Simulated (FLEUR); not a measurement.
**Nd under changes of volume**

One of the cells (34.178 Å³/atom); the others are scaled copies at fixed shape and fractional positions:

```
CELL_PARAMETERS angstrom
3.65700 0.00000 0.00000
-1.82850 3.16705 0.00000
0.00000 0.00000 5.90200
ATOMIC_POSITIONS crystal
Nd 0.66667 0.33333 0.75000
Nd 0.33333 0.66667 0.25000
```

This isn't the form of Nd at room conditions, which is double hcp.

```yaml
Program: FLEUR MaX-R8.1 (later development tree)
Functional: PBE
Potentials_or_basis: all-electron
Basis: FLAPW
Kmax: 4.1 1/bohr
k_mesh: 8 × 8 × 5
Occupations: fermi-dirac, width 0.05 eV
Spin: collinear spin, ferromagnetic start
Starting_moments: "[3.0, 3.0] μB"
```

```csv
volume (Å³/atom),energy over the lowest point (meV/atom),moment (μB per cell)
32.128,?,?
32.811,0.00,8.19
33.495,317.33,8.10
34.178,320.92,8.13
34.862,325.97,8.15
36.229,339.98,8.19
```

**Question.** What does the run at 32.128 Å³/atom give?

**Answer.** Energy over the lowest point 6.17 meV/atom; moment 8.17 μB per cell.

The energies don't lie on one smooth curve, so no fit is given. The run at 32.811 Å³/atom lies farthest off, from a change of basis, grid or state.

Energies are extrapolated to zero smearing.

Caveats: the magnetic or orbital state may not be the lowest.
